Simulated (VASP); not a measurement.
# NiO (Fm-3m) in VASP: a series of runs, part 4 of 4

VASP 6.6.1. Earlier steps stand in the parts before.

**9. How close it comes**

Step 4. Against the measured gap of NiO, 4.3 eV (quoted in “Local correlations, non-local screening, multiplets, and band formation in NiO”, 2012, arxiv:1210.6675), the calculated 0.00 eV is off by -4.30 eV. So large a miss can be the level of theory's own, or it may mean another phase, state or a wrong row. The value is that of TPSS, without temperature or zero-point motion. The run's magnetic order (collinear spin, ferromagnetic start) needn't be the measured crystal's.

Step 5. Against the measured gap of NiO, 4.3 eV (quoted in “Local correlations, non-local screening, multiplets, and band formation in NiO”, 2012, arxiv:1210.6675), the calculated 0.00 eV is off by -4.30 eV. So large a miss can be the level of theory's own, or it may mean another phase, state or a wrong row. The value is that of PBE, without temperature or zero-point motion. Semilocal functionals fall short of measured gaps as a rule. The run's magnetic order (collinear spin, ferromagnetic start) needn't be the measured crystal's.

Step 6. Against the measured gap of NiO, 4.3 eV (quoted in “Local correlations, non-local screening, multiplets, and band formation in NiO”, 2012, arxiv:1210.6675), the calculated 0.00 eV is off by -4.30 eV. So large a miss can be the level of theory's own, or it may mean another phase, state or a wrong row. The value is that of PBE, without temperature or zero-point motion. Semilocal functionals fall short of measured gaps as a rule. The run's magnetic order (collinear spin, ferromagnetic start) needn't be the measured crystal's.
